In an endless stack of flat carbon sheets, each sheet touches one neighbour above and one below. Two sheets share each contact, so there is one contact per sheet. A packet of $n$ sheets with empty space around it keeps only $n-1$ contacts and has lost one in $n$. If contacts simply add, its energy per atom above the endless stack is

$$E_n = \frac{E_1}{n},$$

where $E_1$ belongs to a single sheet, which has lost them all. Here more neighbours mean lower energy, yet the same rule applied to atoms would favour fcc carbon with its twelve neighbours, and fcc stands at the bottom of the table.

Carbon structures computed with Ansatz 0.2.0 using plane-wave PAW DFT (r2SCAN functional, scalar-relativistic, 500 eV cutoff), with cell and atoms relaxed at 0 K and 0 GPa. Energies are per atom relative to the lowest structure in the table, with a tolerance of 4 meV/atom for metals.

```csv
found from,space group number,atoms in cell,volume per atom (Å³),over lowest (meV/atom)
database cell,166,2,9.22,0.0
database cell,69,2,9.3,1.0
database cell,194,4,9.19,1.0
database cell,166,4,9.46,3.0
database cell,166,8,12.02,5.0
database cell,194,12,12.91,7.0
database cell,164,4,31.71,9.0
database cell,166,4,14.55,9.0
database cell,191,2,22.26,18.0
database cell,227,2,5.64,113.0
database cell,194,16,5.64,118.0
changed type,191,3,14.11,1029.0
changed type,191,1,15.9,1036.0
changed type,166,12,12.82,1609.0
changed type,139,1,8.9,2763.0
Ca type,221,1,5.61,2917.0
changed type,166,3,7.52,3079.0
Sn type,191,1,5.61,3126.0
changed type,194,2,8.38,4176.0
W type,229,1,6.8,4622.0
W type,223,8,7.41,4824.0
Cu type,225,1,7.44,4829.0
```

The column "over lowest" is the energy per atom above the best structure. The first four rows are compact stackings of graphite. They lie within 3 meV of each other, which is inside the 4 meV tolerance for metals, so the calculation doesn't settle their order. The next five rows, up to 18 meV, are packets of four, three, two, two and one sheets, as inferred from cell heights and symmetry. Diamond (space group 227) follows at 113 meV, and the simple cubic, bcc and fcc crystals (221, 229 and 225) lie several eV up.

A tempting explanation is that carbon likes room. Many open structures stand near the top of the table and many compact ones near the bottom, and the rank correlation of volume with energy is about −0.5. The two-sheet packets put this to the test. One has 14.55 Å³ per atom and the other 31.71 Å³, yet both lie at 9 meV. The extra volume is empty space between packets, and it costs no energy.

The opposite volume rule, in which added room costs energy, can still look good on a smaller set of rows. If the energy is taken as proportional to the volume added to graphite, with the single sheet setting the scale, the rule comes within about 2 meV for the other three packets. Their empty gaps are all nearly 8 Å wide, so the added volume per atom itself falls roughly as $1/n$. Only the packet with the wide gap separates the two ideas: the volume rule gives it 31 meV, while lost contacts give 9 meV.

The three-sheet packet shows the contact rule at work. In the endless stack three sheets would have three contacts, but in the packet they have two, so a third of the contact energy is gone. With $E_1 = 18$ meV from the single-sheet row, the estimate is $18/3 = 6$ meV, against 7 meV in the table. The three-sheet row took no part in setting $E_1$. The step from one sheet to two is clear, whereas the differences among the thicker packets are no larger than the tolerance.

The rule works so neatly partly because of the method. The functional used here, r2SCAN without a dispersion correction, gives almost no attraction between sheets whose electron clouds don't overlap, so only adjacent sheets bind. In real graphite, dispersion forces also reach the second sheet and beyond, and the total binding is roughly 30 to 50 meV per atom, a rough recalled range. The count of lost contacts remains a good first guess for real stacks, but the 18 meV should not be carried over to them.

Among covalently bonded atoms, volume fails again, and on a far larger scale. Diamond and simple cubic carbon have nearly the same volume, 5.64 and 5.61 Å³ per atom, but simple cubic lies 2.8 eV higher. What has changed is the arrangement: six neighbours at right angles instead of four at the corners of a tetrahedron. Adding neighbours has raised the energy, the reverse of what happened between sheets.

The reason, according to standard bonding theory, is that carbon brings a fixed number of electrons. Each atom has four valence electrons, or two pairs, whatever the structure. With $Z$ neighbours it has $Z/2$ contacts, since two atoms share each one, and so there are $4/Z$ electron pairs per contact. Diamond has exactly one pair for each contact, simple cubic two thirds of a pair, and fcc one third. The contacts between sheets escape this limit because they don't draw on the bonding electrons, so one more contact takes nothing from the others.

Thinly spread pairs also hold the atoms less closely. Each added neighbour brings repulsion between overlapping electron clouds, while the attraction per contact shrinks, so the crystal relaxes to longer distances. The table's volumes show the longer distances directly, because in the diamond, simple cubic and fcc structures the volume alone fixes the contact length: 1.54 Å in diamond, 1.78 Å in simple cubic and 2.19 Å in fcc. This is why fcc carbon, though close-packed, takes up more volume per atom than diamond. Its volume is a result of weak bonding rather than the cause of its high energy.

One could still suppose that every neighbour beyond the fourth costs a fixed amount. The step from diamond to simple cubic would set that price at 1.4 eV, and fcc would then lie 11.3 eV above the lowest structure. The table has it at 4.8 eV. A fixed price was bound to fail, since pulling the crystal apart into free atoms costs only about 7 eV per atom, again a rough recalled value, and no bound crystal can lie higher than that.

The share of electron pairs gives a rough account of why the cost levels off. From four neighbours to six the share per contact drops by a third of a pair, and from six to twelve it drops by another third. The energy rises by 2.8 eV in the first step and by 1.9 eV in the second, so equal losses of share go with costs of similar size, although the second step adds three times as many neighbours. The share is a count of electrons and no formula for the energy. It leaves out the angles between contacts, which matter too, and it is no guide below four neighbours. From graphite's three neighbours to diamond's four it also drops by a third, yet the cost is only 0.1 eV, because there the electrons leave weaker pi bonds for a new single bond. The bcc crystal fits in loosely at 4.6 eV, with eight near neighbours and six more only 15% farther away.

These high-lying values carry some uncertainty of their own. The relaxations kept the symmetry of the starting structure, so a crystal may sit on a saddle from which it would slide downhill if it were free to distort. The graphite runs were made without spin polarisation, which is harmless there, but in the structures far above them magnetism would need a test of its own. Either effect could lower individual entries.

With fewer than four neighbours the count turns round, and there is more than one pair per contact. In graphite each atom forms three bonds within the sheet, and its fourth electron joins a pi system spread over the whole sheet. The bonds shorten to 1.42 Å. A pi pair binds less strongly than a pair placed directly between two atoms, but each bond within the sheet is shorter and stronger than a single bond. Diamond and graphite therefore reach similar energies by different routes: four full single bonds, or three shorter bonds with a share of pi bonding.

Because this contest is close, its outcome depends on the quality of the calculation. Here even a single sheet lies 95 meV below diamond, so contacts between sheets are not what puts graphite ahead. In nature diamond lies only about 25 meV above graphite, a rough recalled value, and the real binding between sheets is at least as large as that. A real isolated sheet may therefore be no more stable than diamond. The missing attraction between sheets can't explain why the computed gap is so large, since adding it alone would lower graphite and widen the gap further. Zero-point motion is left out too, but its effect is expected to be small beside the gap. The functional is the likelier source, though the table alone can't prove it.

Two neighbours would push the same idea one step further, with two pairs in every contact and half of the bonding left to pi electrons. The structures at 1029 and 1036 meV may be such chains. If the atoms of the one-atom cell at 1036 meV were strung about 1.3 Å apart, its volume of 15.9 Å³ would leave each chain a cross-section of $15.9/1.3 \approx 12$ Å², which is reasonable for separate chains. That makes the reading plausible, but it remains a guess.

For a neighbouring carbon structure, the first thing to ask is therefore which kind of contact changes. If whole sheets are separated, the lost contacts can be counted and their small energies added; a packet of six sheets should lie near $18/6 = 3$ meV in this calculation. If the number of bonded neighbours changes, the four valence electrons have to be shared out afresh, and the cost can reach several eV, although the step from graphite to diamond costs only 0.1 eV. The output below gives the contact and volume estimates for each packet, both scaled to the single-sheet row, together with the contact lengths.

Printed output of the fit:

```
rank correlation of volume and energy, all rows: -0.5065
layer spacing in AB graphite, A: 3.519
empty gap between packets of 4, 3, 2, 2, 1 layers, A: 7.853, 7.791, 20.76, 7.623, 8.523
energy from lost contacts for 4, 3, 2, 2, 1 layers, meV/atom: 4.5, 6, 9, 9, 18
energy from added volume for 4, 3, 2, 2, 1 layers, meV/atom: 3.897, 5.123, 31.01, 7.382, 18
largest miss of the contact rule, meV/atom: 1
volume ratio of the two bilayer rows: 2.179
diamond above the single sheet, meV/atom: 95
bond length in graphite, 3 neighbours, A: 1.418
contact length in diamond, 4 neighbours, A: 1.542
contact length in simple cubic, 6 neighbours, A: 1.777
contact length in bcc, 8 neighbours, A: 2.067
contact length in fcc, 12 neighbours, A: 2.191
fcc contact longer than diamond bond, percent: 42.15
simple cubic above diamond, meV/atom: 2804
cost per added neighbour from diamond to simple cubic, meV/atom: 1402
cost per added neighbour from simple cubic to fcc, meV/atom: 318.7
fcc over lowest if every neighbour beyond four cost the same, meV/atom: 11329
```
